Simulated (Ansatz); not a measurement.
# SiGeO4 (built on the sites of a database entry of SiO2): a soft mode frozen in, part 2 of 3

Wanted: the energy along a soft mode of SiGeO4 (built on the sites of a database entry of SiO2) and the structure at the end.

Ansatz 0.2.0; DFT PBEsol, scalar-relativistic, plane waves, PseudoDojo norm-conserving pseudopotentials.

So far, highest frequency on the path or at a solved wavevector (cm⁻¹): step 2 (the dispersion) 1211. Also lowest frequency on the path (cm⁻¹): step 2 -124.

The structure was built from a prototype and need not be the compound's stable phase.

### Step 6. Relaxation from the frozen mode

Starting from the lowest point found, all atoms and the cell are let go, so that strain and other modes of the same symmetry can join in.

input.yaml reads:

```yaml
crystal:
  lattice:
    - [0.0, 3.8379174859, 3.8379174859]
    - [3.8379174859, 0.0, 3.8379174859]
    - [3.8379174859, 3.8379174859, 0.0]
  atoms:
    - { symbol: Si, position: [0.0, 0.0, 0.0] }
    - { symbol: Ge, position: [0.25, 0.25, 0.25] }
    - { symbol: O, position: [0.1209006003, 0.1798581393, 0.0619430612] }
    - { symbol: O, position: [0.6372981992, 0.1209006003, 0.1209006003] }
    - { symbol: O, position: [0.1209006003, 0.0619430612, 0.6372981992] }
    - { symbol: O, position: [0.1209006003, 0.6372981992, 0.1798581393] }
kpoints:
  mp_grid: { grid: [4, 4, 4] }
hamiltonian:
  xc: pbesol
  pseudopotentials: { kind: nc, accuracy: standard }
scf:
  occupations: { method: fixed }
output:
  forces: true
  stress: true
  eigenvalues: true
relax:
  adjacent_minimum: "off"
  f_tol: 0.002
  max_steps: 120
  cell: { stress_tol: 0.03 }
```

Command:

```
$ ansatz run input.yaml --threads 8 --pin off --max-ram 14336MiB --backend cpu --events-out ev --progress --plain --runs-dir out
```

Numbers of over 12 decimals in the logs are rounded to 6 here.

Log:

```text
[...]
Crystal: 6 atoms, lattice volume = 113.062 Å³
Basis set: ecut = 1142.878222 eV, 9841 PW (Γ), exchange–correlation on 120×120×120 points (8 copies of the dense FFT grid, shifted against one another)
Bands: 27, of which v1, the nominal top of the filled ones, is band 21 counted from 1 (20 counted from 0)
Symmetry: 3 space group operations
[...]
k-points: 14 of 64 (time reversal used)
[...]
SCF iter   1: F=—  HF=-4343.388113 eV  |F-HF|=—  |Δ(HF+E_count)|=         —  Δρ=8.96e-2  dr2=7.52e0  ethr=3.10e-3  ⟨swp⟩=5.0  Hψ=1685  notcnv=0  defer=48
[...]
SCF iter   9: F=-4340.983073 eV  HF=-4340.983073 eV  |F-HF|=1.40e-9  |Δ(HF+E_count)|=   1.40e-8  Δρ=2.01e-6  dr2=1.58e-9  ethr=2.38e-10  ⟨swp⟩=15.0  Hψ=2480  notcnv=0
SCF 1 converged in 9 iterations: F = -4340.983073 eV  dr2 = 1.58e-9
relax step   1: F+E_penalty+E_count = -4340.98307328 eV  Δ(F+E_penalty+E_count) = +0.000e0 eV  max|allowed force component| = 3.627e-1 eV/Å  Δτ_max = 0.0000 Å  P = -4.075 GPa  Ω = 113.062 Å³  (9 SCF iters, dr2 threshold 1.00e-7 eV, accepted)
Crystal: 6 atoms, lattice volume = 110.661 Å³
Basis set: ecut = 1142.878222 eV, 9673 PW (Γ), exchange–correlation on 120×120×120 points (8 copies of the dense FFT grid, shifted against one another)
[...]
iter 1 solved again at ethr=3.10e-5 eV; its pass at ethr=3.10e-3 eV (dr2=1.30e-2 eV) is discarded
[...]
SCF iter   6: F=-4341.045562 eV  HF=-4341.045562 eV  |F-HF|=7.67e-8  |Δ(HF+E_count)|=   7.10e-7  Δρ=2.23e-5  dr2=1.33e-7  ethr=1.43e-9  ⟨swp⟩=13.9  Hψ=2459  notcnv=0
SCF 2 converged in 6 iterations: F = -4341.045562 eV  dr2 = 1.33e-7
relax step   2: F+E_penalty+E_count = -4341.04556249 eV  Δ(F+E_penalty+E_count) = -6.249e-2 eV  max|allowed force component| = 2.200e-1 eV/Å  Δτ_max = 0.0199 Å  P = -2.059 GPa  Ω = 110.661 Å³  energy of the carried Pulay correction = +4.179e-4 eV  (6 SCF iters, dr2 threshold 6.00e-7 eV, accepted)
Crystal: 6 atoms, lattice volume = 107.019 Å³
Basis set: ecut = 1142.878222 eV, 9397 PW (Γ), exchange–correlation on 120×120×120 points (8 copies of the dense FFT grid, shifted against one another)
[...]
SCF iter   7: F=-4341.092046 eV  HF=-4341.092046 eV  |F-HF|=3.07e-10  |Δ(HF+E_count)|=   2.69e-8  Δρ=1.12e-5  dr2=4.05e-8  ethr=1.43e-9  ⟨swp⟩=14.7  Hψ=2436  notcnv=0
SCF 3 converged in 7 iterations: F = -4341.092046 eV  dr2 = 4.05e-8
relax step   3: F+E_penalty+E_count = -4341.09204642 eV  Δ(F+E_penalty+E_count) = -4.648e-2 eV  max|allowed force component| = 2.103e-1 eV/Å  Δτ_max = 0.0514 Å  P = +0.722 GPa  Ω = 107.019 Å³  energy of the carried Pulay correction = +1.069e-3 eV  (7 SCF iters, dr2 threshold 6.00e-7 eV, accepted)
[...]
relax step   4: F+E_penalty+E_count = -4341.11856420 eV  Δ(F+E_penalty+E_count) = -2.652e-2 eV  max|allowed force component| = 2.445e-1 eV/Å  Δτ_max = 0.0519 Å  P = +1.260 GPa  Ω = 105.150 Å³  energy of the carried Pulay correction = +1.412e-3 eV  (6 SCF iters, dr2 threshold 6.00e-7 eV, accepted)
[...]
relax step   5: F+E_penalty+E_count = -4341.19008992 eV  Δ(F+E_penalty+E_count) = -7.153e-2 eV  max|allowed force component| = 3.502e-2 eV/Å  Δτ_max = 0.1949 Å  P = -0.532 GPa  Ω = 99.924 Å³  energy of the carried Pulay correction = +2.403e-3 eV  (7 SCF iters, dr2 threshold 6.00e-7 eV, accepted)
[...]
relax step   6: F+E_penalty+E_count = -4341.19134208 eV  Δ(F+E_penalty+E_count) = -1.252e-3 eV  max|allowed force component| = 4.577e-2 eV/Å  Δτ_max = 0.0062 Å  P = -0.185 GPa  Ω = 99.445 Å³  energy of the carried Pulay correction = +2.496e-3 eV  (5 SCF iters, dr2 threshold 6.00e-7 eV, accepted)
[...]
relax step   7: F+E_penalty+E_count = -4341.19161387 eV  Δ(F+E_penalty+E_count) = -2.718e-4 eV  max|allowed force component| = 8.521e-3 eV/Å  Δτ_max = 0.0032 Å  P = -0.021 GPa  Ω = 99.210 Å³  energy of the carried Pulay correction = +2.542e-3 eV  (5 SCF iters, dr2 threshold 1.31e-7 eV, accepted)
[...]
relax step   8: F+E_penalty+E_count = -4341.19162440 eV  Δ(F+E_penalty+E_count) = -1.054e-5 eV  max|allowed force component| = 2.729e-3 eV/Å  Δτ_max = 0.0005 Å  P = -0.001 GPa  Ω = 99.188 Å³  energy of the carried Pulay correction = +2.546e-3 eV  (5 SCF iters, dr2 threshold 4.54e-9 eV, accepted)
[...]
relax step   9: F+E_penalty+E_count = -4341.19162669 eV  Δ(F+E_penalty+E_count) = -2.292e-6 eV  max|allowed force component| = 3.236e-4 eV/Å  Δτ_max = 0.0002 Å  P = -0.000 GPa  Ω = 99.179 Å³  energy of the carried Pulay correction = +2.548e-3 eV  (5 SCF iters, dr2 threshold 4.66e-10 eV, accepted)
[...]
SCF iter   6: F=-4341.190741 eV  HF=-4341.190741 eV  |F-HF|=0.00e0  |Δ(HF+E_count)|=  1.55e-11  Δρ=1.23e-7  dr2=7.07e-12  ethr=1.00e-12  ⟨swp⟩=6.8  Hψ=1837  notcnv=0
SCF 10 converged in 6 iterations: F = -4341.190741 eV  dr2 = 7.07e-12
relax step  10: F+E_penalty+E_count = -4341.19074113 eV  Δ(F+E_penalty+E_count) = +8.856e-4 eV  max|allowed force component| = 3.591e-4 eV/Å  Δτ_max = 0.0000 Å  P = -0.023 GPa  Ω = 99.179 Å³  stress off target by 2.62e-2 GPa  SCF on the basis re-selected at this cell (its energy is not comparable with the rows above)  (6 SCF iters)
basis re-selected at this cell: Δ(F+E_penalty+E_count) = +8.856e-4 eV, ΔP = -0.023 GPa vs the last step (what re-selecting the basis moved, of the pressure what is left beyond the Pulay correction that the steps carried, after the strain that the cell walked since its last selection, with what the two solves' SCF thresholds leave and, on support functions, any second-order correction that the steps lacked; it is no m [...]
SCF converged after 6 iterations
Free energy (F): -4341.190741 eV
[...]
Internal energy: -4341.190741 eV  (E = F + TS)
E sigma→0 (E₀):  -4341.190741 eV
Fermi energy:    1.122173 eV
[...]
--- Forces (eV/Å), atoms counted from 1 ---
  atom   1  Si     0.00004404    -0.00004404    -0.00004404
  atom   2  Ge    -0.00006705     0.00006705     0.00006705
  atom   3  O     -0.00023867    -0.00032494    -0.00029573
  atom   4  O     -0.00035909     0.00035909     0.00035909
  atom   5  O      0.00029573     0.00023867    -0.00032494
  atom   6  O      0.00032494    -0.00029573     0.00023867
  max |Σ_I F_I| component: 9.04e-8 eV/Å
--- Stress (GPa, compression-positive) ---
       -0.023247      -0.002966      -0.002966
       -0.002966      -0.023247       0.002966
       -0.002966       0.002966      -0.023247
  P = ⅓ Tr σ = -0.0232 GPa (-0.232 kbar)
--- Band table (eV; the first three rows and the last of 14) ---
  k-point 0: bands = [... 17 lower, -0.1091, -0.1091, 1.1158, 1.1158, 5.6016, 9.3189, 10.5142, 10.5142, ... 2 higher]
  k-point 1: bands = [... 17 lower, -0.1472, 0.1338, 0.8060, 1.1157, 6.3558, 9.2075, 10.2048, 10.7203, ... 2 higher]
  k-point 2: bands = [... 17 lower, -0.2108, 0.3639, 0.5743, 1.0815, 7.1350, 9.5097, 9.8878, 10.0799, ... 2 higher]
  k-point 13: bands = [... 17 lower, -0.3310, -0.2097, 0.7301, 0.7301, 7.1422, 9.2827, 10.9853, 10.9853, ... 2 higher]
--- Relaxed structure (9 steps of the walk, 9 accepted, 1 SCFs on fresh bases) ---
  F+E_penalty+E_count = -4341.19074113 eV   max|allowed force component| = 3.591e-4 eV/Å   (the final SCF, on the basis selected at the relaxed cell)
  cell:  # Å, volume = 99.1793 Å³
    - [-0.173094, 3.762479, 3.762479]
    - [3.589385, -1.3877787807814457e-17, 3.589385]
    - [3.589385, 3.589385, 4.163336342344337e-17]
  atoms:
    - { symbol: Si, position: [-0.00200625, 0.000668749, 0.000668749] }
    - { symbol: Ge, position: [0.249399, 0.250200, 0.250200] }
    - { symbol: O, position: [0.121923, 0.238328, -0.000121303] }
    - { symbol: O, position: [0.636837, 0.121054, 0.121054] }
    - { symbol: O, position: [0.121923, -0.000121303, 0.639870] }
    - { symbol: O, position: [0.121923, 0.639870, 0.238328] }
```

Run time: 10 s. Hardware: 8 threads of AMD EPYC 9R45, shared host; peak memory 1.1 GiB; 74 s of CPU time.

The steps of the relaxation:

```
step  energy less that of the first step (eV)  largest force component (eV/Å)  pressure (GPa)  volume (Å³)
   1                                   0.0000                          0.3627           -4.07       113.06
   2                                  -0.0625                          0.2200           -2.06       110.66
   3                                  -0.1090                          0.2103            0.72       107.02
   4                                  -0.1355                          0.2445            1.26       105.15
   5                                  -0.2070                          0.0350           -0.53        99.92
   6                                  -0.2083                          0.0458           -0.18        99.45
   7                                  -0.2085                          0.0085           -0.02        99.21
   8                                  -0.2086                          0.0027            0.00        99.19
   9                                  -0.2086                          0.0003            0.00        99.18
 10*                                  -0.2077                          0.0004           -0.02        99.18
```

Relaxation steps marked * repeat the geometry before them on a plane-wave basis chosen anew for their cell, so energy and pressure can jump there.

Forces are held to the 3 operations that the run works with; a distortion that breaks them can't arise in this run.

```
conventional cell, symmetrised  before   after   change
                         a (Å)   5.428   5.076   -6.5 %
                         b (Å)   5.428   5.076   -6.5 %
                         c (Å)  13.295  13.333   +0.3 %
              volume (Å³/atom)   18.84   16.53  -12.3 %
```

The atoms that moved most (Å, as changes of fractional coordinates times the final cell):

```
atom      dx      dy      dz  length
  O6   0.219   0.214   0.013   0.306
  O3  -0.013  -0.219   0.214   0.306
  O5  -0.214   0.013  -0.219   0.306
 Si1   0.005  -0.005  -0.005   0.009
```

Final coordinates:

```xyz
6
Lattice="-0.1731 3.7625 3.7625 3.5894 0.0000 3.5894 3.5894 3.5894 0.0000" Properties=species:S:1:pos:R:3 pbc="T T T"
Si    0.0051   -0.0051   -0.0051
Ge    1.7530    1.8364    1.8364
O     0.8339    0.4583    1.3142
O     0.7588    2.8306    2.8306
O     2.2752    2.7555    0.4583
O     3.1311    1.3142    2.7555
```

Numbers from this step:

- pressure: -0.02325 GPa
- gap on the k-mesh: 4.479 eV
- volume per atom: 16.53 Å³

The distorted start has space group R3; the relaxation ends in R3.

### Step 7. The new phase in its own primitive cell

The relaxed structure is symmetrised, reduced to its primitive cell and relaxed tightly, as its phonons need.

input.yaml reads:

```yaml
crystal:
  lattice:
    - [2.5380785395, 1.465360328, 4.4444719694]
    - [-2.5380785395, 1.465360328, 4.4444719694]
    - [0.0, -2.930720656, 4.4444719694]
  atoms:
    - { symbol: Si, position: [0.0006687489, 0.0006687489, 0.0006687489] }
    - { symbol: Ge, position: [0.2502002505, 0.2502002505, 0.2502002505] }
    - { symbol: O, position: [0.9998786969, 0.2383276598, 0.6398703093] }
    - { symbol: O, position: [0.1210543346, 0.1210543346, 0.1210543346] }
    - { symbol: O, position: [0.6398703093, 0.9998786969, 0.2383276598] }
    - { symbol: O, position: [0.2383276598, 0.6398703093, 0.9998786969] }
kpoints:
  mp_grid: { grid: [6, 6, 6] }
hamiltonian:
  xc: pbesol
  pseudopotentials: { kind: nc, accuracy: standard }
scf:
  occupations: { method: fixed }
output:
  forces: true
  stress: true
  eigenvalues: true
relax:
  adjacent_minimum: "off"
  f_tol: 0.001
  max_steps: 60
  cell: { stress_tol: 0.01 }
```

Log:

```text
[...]
Crystal: 6 atoms, lattice volume = 99.179 Å³
Basis set: ecut = 1142.878222 eV, 8719 PW (Γ), exchange–correlation on 120×120×120 points (8 copies of the dense FFT grid, shifted against one another)
Bands: 27, of which v1, the nominal top of the filled ones, is band 21 counted from 1 (20 counted from 0)
Symmetry: 3 space group operations
[...]
- [-2.537183, 1.464843, 4.444542]
    - [-1.9656714350989766e-19, -2.929686, 4.444542]
  atoms:
    - { symbol: Si, position: [0.000674465, 0.000674465, 0.000674465] }
    - { symbol: Ge, position: [0.250193, 0.250193, 0.250193] }
    - { symbol: O, position: [0.999618, 0.238582, 0.639880] }
    - { symbol: O, position: [0.121053, 0.121053, 0.121053] }
    - { symbol: O, position: [0.639880, 0.999618, 0.238582] }
    - { symbol: O, position: [0.238582, 0.639880, 0.999618] }
[key lines of the parts left out:]
SCF converged after 5 iterations
Free energy (F): -4341.190799 eV
Fermi energy:    1.199041 eV
P = ⅓ Tr σ = -0.0005 GPa (-0.005 kbar)
```

Elapsed: 14 s, on 8 threads; peak memory 1.2 GiB.

Little changed from the start: no atom moved by 0.005 Å and no cell edge by 0.1 %.

This step gave:

```
pressure           : -5.45e-4 GPa
gap on the k-mesh  : 4.409 eV
volume per atom    : 16.52 Å³
direct gap on mesh : 4.487 eV
```

The largest force component left is 0.062 meV/Å and the pressure is -0.001 GPa, within the tolerances set. The cell now holds 16.52 Å³/atom.

(Part 2 of 3 ends here.)

[Logs are printed without paths, hosts, clocks, repeated set-up lines and the standing remarks that a program may print on its own settings, such as how far it seeks lower states.]

[Hosts, paths, dates, database ids (printed as entryN), source tags and the programs' standing remarks are cut or masked in the printed files.]
